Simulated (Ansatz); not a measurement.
input.yaml

```yaml
crystal:
  lattice:
    - [2.8679135959, 0.0, 0.0]
    - [0.0, 4.0558423031, 0.0]
    - [0.0, 0.0, 24.1697839898]
  atoms:
    - { symbol: Ti, position: [0.5, 0.5, 0.3516787739] }
    - { symbol: Ti, position: [0.0, 0.0, 0.4110072644] }
    - { symbol: Ti, position: [0.5, 0.5, 0.4703357548] }
    - { symbol: Ti, position: [0.0, 0.0, 0.5296642452] }
    - { symbol: Ti, position: [0.5, 0.5, 0.5889927356] }
    - { symbol: Ti, position: [0.0, 0.0, 0.6483212261] }
basis:
  ecutwfc: 420
kpoints:
  mp_grid: { grid: [10, 7, 1] }
hamiltonian:
  xc: pbesol
scf:
  occupations: { method: gaussian, width: 0.1 }
output:
  forces: true
  eigenvalues: true
relax:
  adjacent_minimum: "off"
  f_tol: 0.03
  max_steps: 70
  constraints: [{ sites: [0, 1, 2] }]
efield:
  axis: 3
  dipole_correction: true
  ramp_width: 0.04
```

Command:
```bash
ansatz run input.yaml --threads 2 --pin off --max-ram 5120MiB --backend cpu --events-out ev --progress --plain --runs-dir out
```

These are results of DFT PBEsol, scalar-relativistic, plane waves, PAW in Ansatz, not measurements.

Abridged output (iterations and final results):

```
SCF iter   1: F=—  HF=-14839.990137 eV  |F-HF|=—  |Δ(HF+E_count)|=         —  Δρ=5.54e-3  dr2=2.23e-1  ethr=1.77e-3  p=0.000 e·Å  D=2.59e-13 V/Å  ΔV_dip= 0.00 eV  dr2_dipole=7.82e-8  V_vac-E_F(+/−)=3.52/3.52 eV  ⟨swp⟩=9.1  Hψ=5009  notcnv=0
efield: sawtooth ramp at fractional position 0.9800 (placed from the atoms, in the widest stretch of the axis that holds none; the zero of the levels goes with the place), width 0.0400; the density the first Hamiltonian is built on has a dipole p = 0.000 e·Å; the dipole correction subtracts the counter field D = 2.59e-13 V/Å, which shifts the + side's vacuum level by  0.00 eV against the − side's; the planar-averaged density in the ramp window peaks in size at 3.5e-5 e/Å³
SCF iter   2: F=—  HF=-14839.973558 eV  |F-HF|=—  |Δ(HF+E_count)|=   1.66e-2  Δρ=3.61e-3  dr2=9.68e-2  ethr=3.10e-4  p=0.000 e·Å  D=9.05e-5 V/Å  ΔV_dip= 0.00 eV  dr2_dipole=3.73e-6  V_vac-E_F(+/−)=3.24/3.24 eV  ⟨swp⟩=3.3  Hψ=2317  notcnv=0  defer=16
SCF iter   3: F=—  HF=-14839.965763 eV  |F-HF|=—  |Δ(HF+E_count)|=   7.80e-3  Δρ=8.05e-4  dr2=3.59e-3  ethr=1.34e-4  p= 0.000 e·Å  D=-2.39e-5 V/Å  ΔV_dip=0.00 eV  dr2_dipole=2.80e-7  V_vac-E_F(+/−)=3.33/3.33 eV  ⟨swp⟩=2.1  Hψ=1492  notcnv=0  defer=16
SCF iter   4: F=—  HF=-14839.965670 eV  |F-HF|=—  |Δ(HF+E_count)|=   9.28e-5  Δρ=3.06e-4  dr2=4.01e-4  ethr=4.99e-6  p=0.000 e·Å  D=1.47e-5 V/Å  ΔV_dip= 0.00 eV  dr2_dipole=4.13e-6  V_vac-E_F(+/−)=3.31/3.31 eV  ⟨swp⟩=2.6  Hψ=1745  notcnv=0  defer=16
SCF iter   5: F=—  HF=-14839.965693 eV  |F-HF|=—  |Δ(HF+E_count)|=   2.28e-5  Δρ=1.15e-4  dr2=7.10e-5  ethr=5.57e-7  p= 0.000 e·Å  D=-6.27e-6 V/Å  ΔV_dip=0.00 eV  dr2_dipole=3.12e-7  V_vac-E_F(+/−)=3.31/3.31 eV  ⟨swp⟩=2.4  Hψ=1561  notcnv=0  defer=16
SCF iter   6: F=-14839.965697 eV  HF=-14839.965696 eV  |F-HF|=6.90e-7  |Δ(HF+E_count)|=   2.52e-6  Δρ=3.00e-5  dr2=4.26e-6  ethr=3.12e-8  p= 0.000 e·Å  D=-3.03e-6 V/Å  ΔV_dip=0.00 eV  dr2_dipole=7.61e-9  V_vac-E_F(+/−)=3.31/3.31 eV  ⟨swp⟩=12.1  Hψ=4613  notcnv=0
SCF 1 converged in 6 iterations: F = -14839.965697 eV  dr2 = 4.26e-6
relax step   1: F+E_penalty+E_count = -14839.96569653 eV  Δ(F+E_penalty+E_count) = +0.000e0 eV  max|allowed force component| = 6.502e-1 eV/Å  Δτ_max = 0.0000 Å  (6 SCF iters, dr2 threshold 2.25e-5 eV, accepted)
Initial density: handed on by an earlier stage of this run
Initial wavefunctions: those handed on with the density
SCF iter   1: F=—  HF=-14840.076092 eV  |F-HF|=—  |Δ(HF+E_count)|=         —  Δρ=1.07e-2  dr2=1.78e0  ethr=2.11e-3  p= 0.000 e·Å  D=-3.01e-6 V/Å  ΔV_dip=0.00 eV  dr2_dipole=1.57e-1  V_vac-E_F(+/−)=3.36/3.36 eV  ⟨swp⟩=1.0  Hψ=3781  notcnv=0  defer=7
efield: sawtooth ramp at fractional position 0.9800 (handed on by an earlier solve), width 0.0400; the density the first Hamiltonian is built on has a dipole p =  0.000 e·Å; the dipole correction subtracts the counter field D = -3.01e-6 V/Å, which shifts the + side's vacuum level by +0.00 eV against the − side's; the planar-averaged density in the ramp window peaks in size at 1.9e-7 e/Å³
SCF iter   2: F=—  HF=-14840.010435 eV  |F-HF|=—  |Δ(HF+E_count)|=   6.57e-2  Δρ=4.98e-3  dr2=2.60e-1  ethr=2.11e-3  p=0.017 e·Å  D=1.07e-2 V/Å  ΔV_dip=-0.26 eV  dr2_dipole=4.90e-2  V_vac-E_F(+/−)=3.04/3.30 eV  ⟨swp⟩=2.6  Hψ=1538  notcnv=0  defer=8
SCF iter   3: F=—  HF=-14839.994020 eV  |F-HF|=—  |Δ(HF+E_count)|=   1.64e-2  Δρ=1.67e-3  dr2=3.42e-2  ethr=3.61e-4  p=0.003 e·Å  D=2.06e-3 V/Å  ΔV_dip=-0.05 eV  dr2_dipole=4.24e-3  V_vac-E_F(+/−)=3.26/3.31 eV  ⟨swp⟩=2.2  Hψ=1593  notcnv=0  defer=12
SCF iter   4: F=—  HF=-14839.991728 eV  |F-HF|=—  |Δ(HF+E_count)|=   2.29e-3  Δρ=6.81e-4  dr2=5.15e-3  ethr=4.75e-5  p=-0.001 e·Å  D=-3.32e-4 V/Å  ΔV_dip=0.01 eV  dr2_dipole=1.79e-3  V_vac-E_F(+/−)=3.31/3.30 eV  ⟨swp⟩=2.4  Hψ=1602  notcnv=0  defer=13
SCF iter   5: F=—  HF=-14839.991590 eV  |F-HF|=—  |Δ(HF+E_count)|=   1.38e-4  Δρ=1.58e-4  dr2=2.36e-4  ethr=7.16e-6  p=-0.003 e·Å  D=-1.80e-3 V/Å  ΔV_dip=0.04 eV  dr2_dipole=9.82e-5  V_vac-E_F(+/−)=3.34/3.30 eV  ⟨swp⟩=1.8  Hψ=1270  notcnv=0  defer=17
SCF iter   6: F=—  HF=-14839.991618 eV  |F-HF|=—  |Δ(HF+E_count)|=   2.73e-5  Δρ=6.73e-5  dr2=3.80e-5  ethr=3.28e-7  p=-0.005 e·Å  D=-3.03e-3 V/Å  ΔV_dip=0.07 eV  dr2_dipole=8.54e-8  V_vac-E_F(+/−)=3.37/3.29 eV  ⟨swp⟩=2.0  Hψ=1305  notcnv=0  defer=17
SCF iter   7: F=-14839.991616 eV  HF=-14839.991624 eV  |F-HF|=7.43e-6  |Δ(HF+E_count)|=   6.23e-6  Δρ=3.98e-5  dr2=9.63e-6  ethr=3.67e-8  p=-0.006 e·Å  D=-3.57e-3 V/Å  ΔV_dip=0.09 eV  dr2_dipole=6.80e-7  V_vac-E_F(+/−)=3.38/3.30 eV  ⟨swp⟩=12.6  Hψ=4643  notcnv=0
SCF 2 converged in 7 iterations: F = -14839.991616 eV  dr2 = 9.63e-6
relax step   2: F+E_penalty+E_count = -14839.99161650 eV  Δ(F+E_penalty+E_count) = -2.592e-2 eV  max|allowed force component| = 4.708e-1 eV/Å  Δτ_max = 0.1949 Å  (7 SCF iters, dr2 threshold 2.64e-5 eV, accepted)
SCF iter   1: F=—  HF=-14840.017768 eV  |F-HF|=—  |Δ(HF+E_count)|=         —  Δρ=3.69e-3  dr2=3.15e-1  ethr=2.20e-3  p=-0.006 e·Å  D=-3.57e-3 V/Å  ΔV_dip=0.09 eV  dr2_dipole=7.24e-2  V_vac-E_F(+/−)=3.37/3.28 eV  ⟨swp⟩=3.2  Hψ=1873  notcnv=0  defer=19
efield: sawtooth ramp at fractional position 0.9800 (handed on by an earlier solve), width 0.0400; the density the first Hamiltonian is built on has a dipole p = -0.006 e·Å; the dipole correction subtracts the counter field D = -3.57e-3 V/Å, which shifts the + side's vacuum level by +0.09 eV against the − side's; the planar-averaged density in the ramp window peaks in size at 1.1e-6 e/Å³
SCF iter   2: F=—  HF=-14840.010955 eV  |F-HF|=—  |Δ(HF+E_count)|=   6.81e-3  Δρ=1.61e-3  dr2=2.53e-2  ethr=4.38e-4  p=-0.007 e·Å  D=-4.34e-3 V/Å  ΔV_dip=0.10 eV  dr2_dipole=1.42e-3  V_vac-E_F(+/−)=3.40/3.30 eV  ⟨swp⟩=1.9  Hψ=1324  notcnv=0  defer=20
SCF iter   3: F=—  HF=-14840.009721 eV  |F-HF|=—  |Δ(HF+E_count)|=   1.23e-3  Δρ=5.08e-4  dr2=1.89e-3  ethr=3.51e-5  p=-0.004 e·Å  D=-2.60e-3 V/Å  ΔV_dip=0.06 eV  dr2_dipole=1.94e-9  V_vac-E_F(+/−)=3.36/3.29 eV  ⟨swp⟩=2.0  Hψ=1484  notcnv=0  defer=20
SCF iter   4: F=—  HF=-14840.009517 eV  |F-HF|=—  |Δ(HF+E_count)|=   2.04e-4  Δρ=1.61e-4  dr2=1.59e-4  ethr=2.62e-6  p=-0.004 e·Å  D=-2.67e-3 V/Å  ΔV_dip=0.06 eV  dr2_dipole=2.21e-5  V_vac-E_F(+/−)=3.36/3.29 eV  ⟨swp⟩=2.2  Hψ=1628  notcnv=0  defer=20
SCF iter   5: F=—  HF=-14840.009535 eV  |F-HF|=—  |Δ(HF+E_count)|=   1.73e-5  Δρ=5.71e-5  dr2=1.66e-5  ethr=2.20e-7  p=-0.004 e·Å  D=-2.42e-3 V/Å  ΔV_dip=0.06 eV  dr2_dipole=2.35e-6  V_vac-E_F(+/−)=3.35/3.29 eV  ⟨swp⟩=2.2  Hψ=1335  notcnv=0  defer=20
SCF iter   6: F=-14840.009537 eV  HF=-14840.009537 eV  |F-HF|=2.49e-7  |Δ(HF+E_count)|=   2.30e-6  Δρ=1.66e-5  dr2=1.07e-6  ethr=1.92e-8  p=-0.004 e·Å  D=-2.27e-3 V/Å  ΔV_dip=0.05 eV  dr2_dipole=2.57e-8  V_vac-E_F(+/−)=3.35/3.30 eV  ⟨swp⟩=11.7  Hψ=4457  notcnv=0
SCF 3 converged in 6 iterations: F = -14840.009537 eV  dr2 = 1.07e-6
relax step   3: F+E_penalty+E_count = -14840.00953707 eV  Δ(F+E_penalty+E_count) = -1.792e-2 eV  max|allowed force component| = 5.310e-2 eV/Å  Δτ_max = 0.0548 Å  (6 SCF iters, dr2 threshold 1.39e-5 eV, accepted)
SCF iter   1: F=—  HF=-14840.010098 eV  |F-HF|=—  |Δ(HF+E_count)|=         —  Δρ=7.27e-4  dr2=8.21e-3  ethr=1.94e-4  p=-0.004 e·Å  D=-2.27e-3 V/Å  ΔV_dip=0.05 eV  dr2_dipole=5.34e-4  V_vac-E_F(+/−)=3.35/3.29 eV  ⟨swp⟩=2.0  Hψ=1558  notcnv=0  defer=9
efield: sawtooth ramp at fractional position 0.9800 (handed on by an earlier solve), width 0.0400; the density the first Hamiltonian is built on has a dipole p = -0.004 e·Å; the dipole correction subtracts the counter field D = -2.27e-3 V/Å, which shifts the + side's vacuum level by +0.05 eV against the − side's; the planar-averaged density in the ramp window peaks in size at 9.9e-7 e/Å³
SCF iter   2: F=—  HF=-14840.009831 eV  |F-HF|=—  |Δ(HF+E_count)|=   2.67e-4  Δρ=3.54e-4  dr2=1.18e-3  ethr=1.14e-5  p=-0.004 e·Å  D=-2.59e-3 V/Å  ΔV_dip=0.06 eV  dr2_dipole=1.88e-5  V_vac-E_F(+/−)=3.36/3.30 eV  ⟨swp⟩=1.9  Hψ=1320  notcnv=0  defer=9
SCF iter   3: F=—  HF=-14840.009785 eV  |F-HF|=—  |Δ(HF+E_count)|=   4.54e-5  Δρ=1.15e-4  dr2=1.15e-4  ethr=1.64e-6  p=-0.003 e·Å  D=-2.09e-3 V/Å  ΔV_dip=0.05 eV  dr2_dipole=1.22e-7  V_vac-E_F(+/−)=3.35/3.30 eV  ⟨swp⟩=2.0  Hψ=1470  notcnv=0  defer=9
SCF iter   4: F=—  HF=-14840.009777 eV  |F-HF|=—  |Δ(HF+E_count)|=   8.72e-6  Δρ=3.49e-5  dr2=8.33e-6  ethr=1.60e-7  p=-0.003 e·Å  D=-2.04e-3 V/Å  ΔV_dip=0.05 eV  dr2_dipole=1.87e-6  V_vac-E_F(+/−)=3.35/3.30 eV  ⟨swp⟩=2.5  Hψ=1450  notcnv=0  defer=9
SCF iter   5: F=—  HF=-14840.009761 eV  |F-HF|=—  |Δ(HF+E_count)|=   1.54e-5  Δρ=1.20e-5  dr2=5.37e-7  ethr=1.16e-8  p=-0.003 e·Å  D=-1.98e-3 V/Å  ΔV_dip=0.05 eV  dr2_dipole=6.04e-8  V_vac-E_F(+/−)=3.34/3.30 eV  ⟨swp⟩=2.1  Hψ=1327  notcnv=0  defer=9
SCF iter   6: F=-14840.009761 eV  HF=-14840.009761 eV  |F-HF|=7.75e-9  |Δ(HF+E_count)|=   2.60e-7  Δρ=3.99e-6  dr2=8.79e-8  ethr=1.39e-10  p=-0.003 e·Å  D=-1.94e-3 V/Å  ΔV_dip=0.05 eV  dr2_dipole=3.74e-10  V_vac-E_F(+/−)=3.34/3.30 eV  ⟨swp⟩=10.2  Hψ=4789  notcnv=0
SCF 4 converged in 6 iterations: F = -14840.009761 eV  dr2 = 8.79e-8
relax step   4: F+E_penalty+E_count = -14840.00976145 eV  Δ(F+E_penalty+E_count) = -2.244e-4 eV  max|allowed force component| = 2.097e-2 eV/Å  Δτ_max = 0.0121 Å  (6 SCF iters, accepted)
SCF converged after 6 iterations
Free energy (F): -14840.009761 eV
Harris-Foulkes:  -14840.009761 eV  (|F-HF|=7.75e-9)
Internal energy: -14839.968129 eV  (E = F + TS)
E sigma→0 (E₀):  -14839.988945 eV
Entropy (-TS):   -0.041632 eV (-6.939 meV/atom)
Fermi energy:    2.873120 eV
Dipole field:    D = -0.001958 V/Å  (p = -0.003042 e·Å, saw-weighted, corrected)
Work function:   Φ+ = 3.3429 eV   Φ− = 3.2955 eV
Levels:          The Fermi level and band energies are counted from a zero that moves with the ramp; work functions are not
--- Per-component energies (eV) ---
  E_band       = -1685.345215
  E_kinetic    = 1632.432805
  E_local      = -73526.787306  (includes V_loc(G=0)·N_el)
  E_nonlocal   = 60.289374
  E_hartree    = 35949.387243
  E_xc         = -576.633386
  E_vxc        = -724.276480  (∫ρ·V_xc dr)
  E_paw        = -6136.599639  (= ΣΔE_a)
  E_vpaw       = -1025.727754  (= ΣTr[D̂ρ^β])
  E_aug_tail   = 0.000662  (compensation charges beyond the density's cutoff)
  E_efield     = 0.000003  (sawtooth field / dipole correction)
  E_vefield    = -0.003134  (∫n·V_field dr)
  E_ewald      = 27757.105809
  E_core_change = 0.836306  (= ΣΔE_core)
  E_smearing   = -0.041632  (= −TS)
--- Forces (eV/Å), atoms counted from 1 ---
  atom   1  Ti     0.00000000     0.00000000     0.70044474
  atom   2  Ti     0.00000000     0.00000000    -0.29867425
  atom   3  Ti     0.00000000     0.00000000    -0.40172053
  atom   4  Ti     0.00000000     0.00000000     0.00928708
  atom   5  Ti     0.00000000     0.00000000     0.01164989
  atom   6  Ti     0.00000000     0.00000000    -0.02096522
--- Band table (eV; the first three rows and the last of 24) ---
  k-point 0: bands = ["-53.8450", "-53.7672", "-53.4908", "-53.4124", "-53.3609", "-53.3190", "-30.3528", "-30.3032", "-30.2857", "-30.2471", "-30.0223", "-29.9376", "-29.9042", "-29.8552", "-29.8315", "-29.8032", "-29.7753", "-29.6642", "-29.6066", "-29.5631", "-29.5502", "-29.4889", "-29.4769", "-29.4395", "-2.8499", "-1.6931", "-0.2809", "0.4212", "1.0415", "1.1761", "1.2448", "1.6009", "2.1851", "2.6194", "2.7813", "3.0116", "3.1234", "3.1559", "3.3137", "3.5367", "3.8439", "3.8489", "3.9932", "4.1170"]
  k-point 1: bands = ["-53.8438", "-53.7652", "-53.4841", "-53.4109", "-53.3650", "-53.3259", "-30.3681", "-30.3290", "-30.2719", "-30.2229", "-30.0696", "-29.9219", "-29.9014", "-29.8699", "-29.8507", "-29.7588", "-29.7241", "-29.6554", "-29.6398", "-29.5615", "-29.5276", "-29.4982", "-29.4956", "-29.4504", "-2.6312", "-1.5103", "-0.1875", "0.4594", "0.9489", "1.1572", "1.3248", "1.6334", "2.2265", "2.5829", "2.7569", "3.0747", "3.1361", "3.3442", "3.4405", "3.7094", "3.7930", "3.8986", "3.9790", "4.0745"]
  k-point 2: bands = ["-53.8412", "-53.7607", "-53.4654", "-53.4075", "-53.3756", "-53.3441", "-30.3919", "-30.3615", "-30.2654", "-30.2047", "-30.0829", "-29.9852", "-29.8954", "-29.8405", "-29.8297", "-29.7264", "-29.6635", "-29.6533", "-29.6297", "-29.5560", "-29.5440", "-29.5148", "-29.5141", "-29.4788", "-2.0084", "-1.0006", "0.0423", "0.4025", "0.7333", "0.9030", "1.5783", "1.8800", "2.3715", "2.5745", "2.7766", "2.9971", "3.3525", "3.4850", "3.6670", "3.7681", "3.8482", "3.9945", "4.0047", "4.0407"]
  k-point 23: bands = ["-53.7905", "-53.7076", "-53.3813", "-53.3701", "-53.3300", "-53.3205", "-30.3443", "-30.3194", "-30.3054", "-30.2664", "-30.2604", "-30.2283", "-30.0940", "-30.0834", "-29.9220", "-29.8602", "-29.8247", "-29.8227", "-29.6756", "-29.6565", "-29.6260", "-29.6201", "-29.5733", "-29.5651", "0.5734", "0.5745", "1.2655", "1.3370", "1.5148", "1.5373", "2.0953", "2.1279", "2.1495", "2.1879", "2.7480", "2.8320", "3.1131", "3.1885", "3.2663", "3.4151", "3.6838", "3.7912", "4.3165", "4.3583"]
--- Relaxed structure (4 steps of the walk, 4 accepted, 0 SCFs on fresh bases) ---
  F+E_penalty+E_count = -14840.00976145 eV   max|allowed force component| = 2.097e-2 eV/Å
  atoms:
    - { symbol: Ti, position: [0.5, 0.49999999, 0.3516787739] }
    - { symbol: Ti, position: [0.0, 0.0, 0.4110072644] }
    - { symbol: Ti, position: [0.5, 0.49999999, 0.4703357548] }
    - { symbol: Ti, position: [0.0, 0.0, 0.52991258] }
    - { symbol: Ti, position: [0.5, 0.49999999, 0.58850744] }
    - { symbol: Ti, position: [0.0, 0.0, 0.64302855] }
```

The relaxation met its thresholds.

Time: 81 s on 2 threads of Intel(R) Xeon(R) Platinum 8259CL CPU @ 2.50GHz (Skylake/Cascade Lake), with other jobs on the host, peak memory 0.66 GiB.